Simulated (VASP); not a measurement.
# VASP 6.6.1, PBE single-point calculation, SiC (strained zincblende)

INCAR

```
EDIFF = 1E-7
LREAL = .FALSE.
NSW = 0
LWAVE = .FALSE.
PREC = Accurate
ISMEAR = -1
SIGMA = 0.02
NELM = 120
LASPH = .TRUE.
LELF = .TRUE.
ENCUT = 520
GGA = PE
ISIF = 2
LCHARG = .TRUE.
NBANDS = 11
IBRION = -1
```

KPOINTS

```
KPOINTS created by Atomic Simulation Environment
0
Gamma
10 10 10
0 0 0
```

KPOINTS_OPT

```
special points
7
Reciprocal
0.0000000000 0.0000000000 0.0000000000 1
-0.5000000000 -0.5000000000 0.0000000000 1
-0.3750000000 -0.3750000000 0.2500000000 1
-0.3750000000 0.0000000000 0.3750000000 1
0.0000000000 0.0000000000 0.5000000000 1
-0.5000000000 -0.2500000000 0.2500000000 1
0.0000000000 0.5000000000 0.5000000000 1
```

POSCAR

```
Si C
 1.0000000000000000
     0.0000000000000000    2.1780523449999998    2.2869549621999998
     2.1780523449999998    0.0000000000000000    2.2869549621999998
     2.1780523449999998    2.1780523449999998    0.0000000000000000
 Si  C
   1   1
Cartesian
  0.0000000000000000  0.0000000000000000  0.0000000000000000
  1.0890261724999997  1.0890261724999997  1.1434774810999999
```

VASP ran with the recommended PBE PAW datasets (8 valence electrons in the cell).

Command

```
mpirun -np 1 vasp_std
```

OSZICAR

```
N       E                     dE             d eps       ncg     rms          rms(c)
DAV:   1     0.385547135731E+01    0.38555E+01   -0.39129E+03  2311   0.610E+02
DAV:   2    -0.160997025371E+02   -0.19955E+02   -0.19193E+02  2850   0.110E+02
DAV:   3    -0.167401688397E+02   -0.64047E+00   -0.63926E+00  2748   0.163E+01
DAV:   4    -0.167428337584E+02   -0.26649E-02   -0.26648E-02  2600   0.133E+00
DAV:   5    -0.167428462612E+02   -0.12503E-04   -0.12503E-04  2776   0.858E-02    0.833E+00
DAV:   6    -0.150596140471E+02    0.16832E+01   -0.64104E+00  2496   0.111E+01    0.364E+00
DAV:   7    -0.150243834512E+02    0.35231E-01   -0.32904E-01  2694   0.332E+00    0.170E+00
DAV:   8    -0.150170277013E+02    0.73557E-02   -0.19549E-02  2574   0.928E-01    0.171E-01
DAV:   9    -0.150171115873E+02   -0.83886E-04   -0.17832E-03  2825   0.234E-01    0.110E-01
DAV:  10    -0.150172292157E+02   -0.11763E-03   -0.26689E-04  2543   0.975E-02    0.265E-02
DAV:  11    -0.150172317874E+02   -0.25717E-05   -0.49757E-05  2691   0.357E-02    0.702E-03
DAV:  12    -0.150172322629E+02   -0.47543E-06   -0.23585E-06  2628   0.905E-03    0.120E-03
DAV:  13    -0.150172322803E+02   -0.17436E-07   -0.13894E-07  2581   0.236E-03
   1 F= -.15017232E+02 E0= -.15017232E+02  d E =-.808418E-11
       N       E                     dE             ncg
DAV:   1     0.196378924495E+04   -0.18540E+04      162
DAV:   2     0.183199203220E+04   -0.13180E+03      191
DAV:   3     0.182874987885E+04   -0.32422E+01      204
DAV:   4     0.182873939982E+04   -0.10479E-01      178
DAV:   5     0.182873935269E+04   -0.47129E-04      204
DAV:   6     0.182873935236E+04   -0.32777E-06      189
DAV:   7     0.182873935236E+04   -0.28540E-08      204
```

From OUTCAR

```
k-points           NKPTS =    102   k-points in BZ     NKDIM =    102   number of bands    NBANDS=     11

   NELECT =       8.0000    total number of electrons

   dimension x,y,z NGX =    24 NGY =   24 NGZ =   24
   dimension x,y,z NGXF=    48 NGYF=   48 NGZF=   48

  energy-cutoff  :      520.00
  volume of cell :       21.70
      direct lattice vectors                 reciprocal lattice vectors
     0.000000000  2.178052345  2.286954962    -0.229562894  0.229562894  0.218631328
     2.178052345  0.000000000  2.286954962     0.229562894 -0.229562894  0.218631328
     2.178052345  2.178052345  0.000000000     0.229562894  0.229562894 -0.218631328

 k-points in reciprocal lattice and weights: KPOINTS created by Atomic Simulation Env
   0.00000000  0.00000000  0.00000000       0.001
   0.10000000  0.00000000  0.00000000       0.008
   0.20000000  0.00000000  0.00000000       0.008
   0.30000000  0.00000000  0.00000000       0.008
   0.40000000  0.00000000  0.00000000       0.008
   0.50000000  0.00000000  0.00000000       0.004
   0.10000000  0.10000000  0.00000000       0.002
   0.20000000  0.10000000  0.00000000       0.008
   ...

 E-fermi :   8.0983

 k-point     1 :       0.0000    0.0000    0.0000
  band No.  band energies     occupation
      1      -7.4489      2.00000
      2       7.3558      2.00000
      3       7.7098      2.00000
      4       7.7098      2.00000
      5      13.2445      0.00000
      6      14.5376      0.00000
      7      14.5376      0.00000
      8      14.6631      0.00000
      9      21.0217      0.00000
     10      22.5434      0.00000
     11      23.3417      0.00000

 k-point     2 :       0.1000    0.0000    0.0000
  band No.  band energies     occupation
      1      -7.2606      2.00000
      2       6.5621      2.00000
      3       7.3459      2.00000
      4       7.5982      2.00000
      5      13.5672      0.00000
      6      14.6388      0.00000
      7      14.7901      0.00000
      8      14.9840      0.00000
      9      20.2552      0.00000
     10      21.4967      0.00000
     11      23.4595      0.00000

 k-point     3 :       0.2000    0.0000    0.0000
  band No.  band energies     occupation
      1      -6.7045      2.00000
      2       4.5102      2.00000
      3       6.9692      2.00000
      4       7.3429      2.00000
      5      13.2970      0.00000
      6      15.0681      0.00000
      7      15.2614      0.00000
      8      15.9776      0.00000
      9      19.9135      0.00000
     10      20.5875      0.00000
     11      22.7484      0.00000

 k-point     4 :       0.3000    0.0000    0.0000
  band No.  band energies     occupation
      1      -5.8172      2.00000
      2       2.2704      2.00000
      3       6.5996      2.00000
      4       7.0826      2.00000
      5      12.8324      0.00000
      6      14.9321      0.00000
      7      15.3541      0.00000
      8      16.9894      0.00000
      9      20.9138      0.00000
     10      21.0129      0.00000
     11      22.4620      0.00000

 k-point     5 :       0.4000    0.0000    0.0000
  band No.  band energies     occupation
      1      -4.7285      2.00000
      2       0.2955      2.00000
      3       6.3429      2.00000
      4       6.9047      2.00000
      5      12.5042      0.00000
      6      14.6297      0.00000
      7      15.1064      0.00000
      8      17.3678      0.00000
      9      22.4304      0.00000
     10      22.6283      0.00000
     11      23.4248      0.00000

 k-point     6 :       0.5000    0.0000    0.0000
  band No.  band energies     occupation
      1      -4.0494      2.00000
      2      -0.6891      2.00000
      3       6.2526      2.00000
      4       6.8430      2.00000
      5      12.3884      0.00000
      6      14.5030      0.00000
      7      14.9705      0.00000
      8      17.4046      0.00000
      9      23.0696      0.00000
     10      24.0539      0.00000
     11      24.7902      0.00000

 k-point     7 :       0.1000    0.1000    0.0000
  band No.  band energies     occupation
      1      -7.2130      2.00000
      2       6.5872      2.00000
      3       7.2837      2.00000
      4       7.2837      2.00000
      5      13.7524      0.00000
      6      14.2004      0.00000
      7      15.2182      0.00000
      8      15.2182      0.00000
      9      18.6978      0.00000
     10      22.8065      0.00000
     11      24.2387      0.00000

 k-point     8 :       0.2000    0.1000    0.0000
  band No.  band energies     occupation
      1      -6.7937      2.00000
      2       5.1646      2.00000
      3       6.9035      2.00000
      4       6.9040      2.00000
      5      13.5464      0.00000
      6      14.4679      0.00000
      7      15.8265      0.00000
      8      15.8868      0.00000
      9      18.1813      0.00000
     10      22.2885      0.00000
     11      24.3702      0.00000

 k-point     9 :       0.3000    0.1000    0.0000
  band No.  band energies     occupation
      1      -6.0266      2.00000
      2       3.1016      2.00000
      3       6.3831      2.00000
      4       6.6163      2.00000
      5      13.2942      0.00000
      6      14.4230      0.00000
      7      16.2014      0.00000
      8      16.4776      0.00000
      9      19.3015      0.00000
     10      22.2730      0.00000
     11      23.6049      0.00000

 k-point    10 :       0.4000    0.1000    0.0000
  band No.  band energies     occupation
      1      -4.9909      2.00000
      2       1.0625      2.00000
      3       5.8622      2.00000
      4       6.5013      2.00000
      5      13.0885      0.00000
      6      14.0731      0.00000
      7      15.9423      0.00000
      8      17.5171      0.00000
      9      20.8349      0.00000
     10      23.4454      0.00000
     11      23.5768      0.00000

 k-point    11 :       0.5000    0.1000    0.0000
  band No.  band energies     occupation
      1      -4.0311      2.00000
      2      -0.3940      2.00000
      3       5.4844      2.00000
      4       6.5745      2.00000
      5      13.0351      0.00000
      6      13.9773      0.00000
      7      15.5549      0.00000
      8      17.9548      0.00000
      9      22.4972      0.00000
     10      24.0797      0.00000
     11      24.1263      0.00000

 k-point    12 :      -0.4000    0.1000    0.0000
  band No.  band energies     occupation
      1      -4.2212      2.00000
      2      -0.1181      2.00000
      3       5.3231      2.00000
      4       6.8090      2.00000
      5      13.1256      0.00000
      6      14.2700      0.00000
      7      15.3613      0.00000
      8      17.7440      0.00000
      9      22.1695      0.00000
     10      22.7200      0.00000
     11      24.8268      0.00000

 k-point    13 :      -0.3000    0.1000    0.0000
  band No.  band energies     occupation
      1      -5.2712      2.00000
      2       1.5946      2.00000
      3       5.4121      2.00000
      4       7.1430      2.00000
      5      13.3512      0.00000
      6      14.8606      0.00000
      7      15.3722      0.00000
      8      16.9932      0.00000
      9      20.2348      0.00000
     10      22.1174      0.00000
     11      24.1553      0.00000

 k-point    14 :      -0.2000    0.1000    0.0000
  band No.  band energies     occupation
      1      -6.2520      2.00000
      2       3.7154      2.00000
      3       5.7582      2.00000
      4       7.4776      2.00000
      5      13.7080      0.00000
      6      15.1261      0.00000
      7      15.2657      0.00000
      8      16.1556      0.00000
      9      19.3812      0.00000
     10      21.5649      0.00000
     11      23.4646      0.00000

 k-point    15 :      -0.1000    0.1000    0.0000
  band No.  band energies     occupation
      1      -6.9345      2.00000
      2       5.6597      2.00000
      3       6.4044      2.00000
      4       7.6719      2.00000
      5      13.9646      0.00000
      6      14.3992      0.00000
      7      14.8886      0.00000
      8      15.8770      0.00000
      9      19.9766      0.00000
     10      21.0116      0.00000
     11      23.8405      0.00000

 k-point    16 :       0.2000    0.2000    0.0000
  band No.  band energies     occupation
      1      -6.5144      2.00000
      2       4.9108      2.00000
      3       6.4066      2.00000
      4       6.4066      2.00000
      5      12.4162      0.00000
      6      14.5176      0.00000
      7      16.8149      0.00000
      8      16.8149      0.00000
      9      17.4279      0.00000
     10      23.5867      0.00000
     11      26.4857      0.00000

 ...

  Total       -0.2863721     -0.2863721     -2.1338027      0.0000000      0.0000000      0.0000000
  in kB      -21.1454547    -21.1454547   -157.5580517      0.0000000      0.0000000      0.0000000
  external PRESSURE =     -66.6163203 kB  Pullay stress =       0.0000000 kB

 POSITION                                       TOTAL-FORCE (eV/Angst)
 -----------------------------------------------------------------------------------
      0.00000      0.00000      0.00000         0.000000      0.000000      0.000000
      1.08903      1.08903      1.14348        -0.000000     -0.000000      0.000000
 -----------------------------------------------------------------------------------
    total drift:                               -0.000000     -0.000000      0.000000

  FREE ENERGIE OF THE ION-ELECTRON SYSTEM (eV)
  ---------------------------------------------------
  free  energy   TOTEN  =       -15.0172322803 eV

  energy  without entropy=      -15.0172322803  energy(sigma->0) =      -15.01723228
```

- gap between bands v and c: 1.15 eV
- least direct gap: 4.45 eV
- pressure: -6.7 GPa

Band v is the last that the valence electrons fill when counted band by band, and c is the next.

The run took about 13 s on one core of a shared host (Intel Xeon Platinum 8488C) and held 0.15 GiB at most.
